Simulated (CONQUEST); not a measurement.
**SnTe under changes of volume**

One of the cells (31.281 Å³/atom); the others are scaled copies at fixed shape and fractional positions:

```xyz
4
Lattice="4.4560 0.0000 0.0000 0.0000 4.4560 0.0000 0.0000 0.0000 6.3017" Properties=species:S:1:pos:R:3 pbc="T T T"
Te    0.0000    0.0000    3.1509
Te    2.2280    2.2280    0.0000
Sn    0.0000    0.0000    0.0000
Sn    2.2280    2.2280    3.1509
```

* Program: CONQUEST 1.3
* Functional: LDA
* Potentials or basis: PseudoDojo NC LDA, DZP, grid of 48 × 48 × 60 points
* k mesh: 6 × 6 × 4
* Occupations: fermi-dirac, width 0.05 eV
* Spin: no spin polarisation

| volume (Å³/atom) | energy over the lowest point (meV/atom) | pressure (GPa) |
| --- | --- | --- |
| 29.404 | ? | ? |
| 30.030 | 0.88 | 0.9 |
| 30.656 | 0.00 | -0.4 |
| 31.281 | 2.86 | -1.0 |
| 31.907 | 8.76 | -2.0 |
| 32.532 | 17.68 | -2.6 |
| 33.158 | 29.72 | -3.5 |

**Question.** What does the run at 29.404 Å³/atom give?

**Answer.** Energy over the lowest point 6.92 meV/atom; pressure 2.1 GPa.

Worked out: A Birch-Murnaghan fit of order 3 (a polynomial in V^(-2/3)) to the other rows has its minimum at 30.48 Å³/atom with B0 = V·E''(V) = 44 GPa (rough, since the energies scatter). It gives 5.27 meV/atom at 29.404 Å³/atom, against the run's 6.92, and -dE/dV = 1.6 GPa, against 2.1.

Energies are extrapolated to zero smearing.

Caveats: the basis of atomic orbitals isn't converged, which shifts pressures, moduli and gaps; the real-space grid breaks the cell's symmetry a little (some runs).
